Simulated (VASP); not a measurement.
Input of a VASP 6.6.1 run:

INCAR

```
SYSTEM = GaN
PREC = Accurate
ENCUT = 600
EDIFF = 1E-7
ISMEAR = 0
SIGMA = 0.03
LREAL = .False.
LASPH = .True.
NELM = 80
ALGO = Normal
ISIF = 3
LWAVE = .False.
LCHARG = .False.
GGA = PS
IBRION = 2
NSW = 90
EDIFFG = -0.005
KPAR = 4
```

The input KPOINTS:

```
Automatic mesh
0
Gamma
  12 12 5
  0 0 0
```

The input POSCAR:

```
GaN                                     
1.0
    3.1796023893      0.0000000000     -0.0000000000
   -1.5898011947      2.7536164430      0.0000000000
    0.0000000000      0.0000000000      5.1837589791
  Ga              N             
     2     2
Direct
     0.3333333332999970    0.6666666667000030    0.9992962202835345
     0.6666666667000030    0.3333333332999970    0.4992962202835345
     0.3333333332999970    0.6666666667000030    0.3757037797164655
     0.6666666667000030    0.3333333332999970    0.8757037797164655
```

Potentials or basis: VASP PAW PBE potentials, release 64 (Ga_d, N).

The run is started by

```bash
$ cat potpaw_PBE.64/Ga_d/POTCAR potpaw_PBE.64/N/POTCAR > POTCAR
$ mpirun -np 4 vasp_std > vasp.out
```

Question: Predict the space group after relaxing (to 0.05 Å).

Answer: P6_3mc (No. 186).

Question: Estimate the relaxed volume.

Answer: 11.35 Å³/atom.

Question: What does it give for the relaxed cell?

Answer: a = 3.180 Å, b = 3.180 Å, c = 5.183 Å, α = 90.00°, β = 90.00°, γ = 120.00°.

Question: Estimate the band gap on the k mesh.

Answer: 1.91 eV, direct.

Final structure:
```cif
data_structure
_symmetry_space_group_name_H-M 'P 1'
_symmetry_Int_Tables_number 1
_cell_length_a 3.1802
_cell_length_b 3.1802
_cell_length_c 5.1832
_cell_angle_alpha 90.000
_cell_angle_beta 90.000
_cell_angle_gamma 120.000
_cell_volume 45.40
loop_
_atom_site_label
_atom_site_type_symbol
_atom_site_fract_x
_atom_site_fract_y
_atom_site_fract_z
_atom_site_occupancy
Ga1 Ga 0.33333 0.66667 0.99924 1
Ga2 Ga 0.66667 0.33333 0.49924 1
N1 N 0.33333 0.66667 0.37576 1
N2 N 0.66667 0.33333 0.87576 1
```

Caveat: the PAW data sets were made with another functional, which shifts forces and pressure a little. As with any semilocal functional, this PBEsol gap is likely too small.
